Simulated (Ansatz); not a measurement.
Runs of Ansatz 0.2.0 on W. Symmetry: Fm-3m, No. 225, cubic system. Conventional cell: a = 4.060 Å, b = 4.060 Å, c = 4.060 Å, α = 90.00°, β = 90.00°, γ = 90.00°. W (site symmetry m-3m) has 12 W at 2.87 Å as nearest neighbours. This isn't the form of W at room conditions, which is bcc.

```csv
task,level,cell,cutoff (eV),points for each segment of the path,gap on the mesh (eV),pressure (GPa)
band structure,HSE06,as given,420,4,none,-9.1
single point,r2SCAN0,as given,500,-,none,-11.8
single point,HF,as given,420,-,none,-1.6
relaxation of cell and atoms,PBE0,relaxed,420,-,none,0.0
single point,r2SCANh,as given,500,-,none,(a)
```

Alike in all rows: potentials or basis Ansatz PAW; no spin polarisation; k mesh 6 × 6 × 6; smearing fermi-dirac 0.05 eV; the mesh is coarse, so values aren't converged.

**Question.** Fill in the values left out.

**Answer.** (a) -8.7.

Caveats: all runs use coarse meshes; the PAW data sets come from PBE, with cores solved anew for the run's functional, which leaves a small shift of forces and pressure; the thresholds are loose for stress (some runs); spin-orbit coupling is left out, which moves the levels of the heavy elements (some runs); the plane-wave basis is chosen anew once the cell has moved, so the energies of steps on either side of that aren't comparable (some runs).

A k mesh can miss the band edges, and the runs leave out spin-orbit coupling on W.

A gap of «none» marks a metal or a gap under the smearing width.
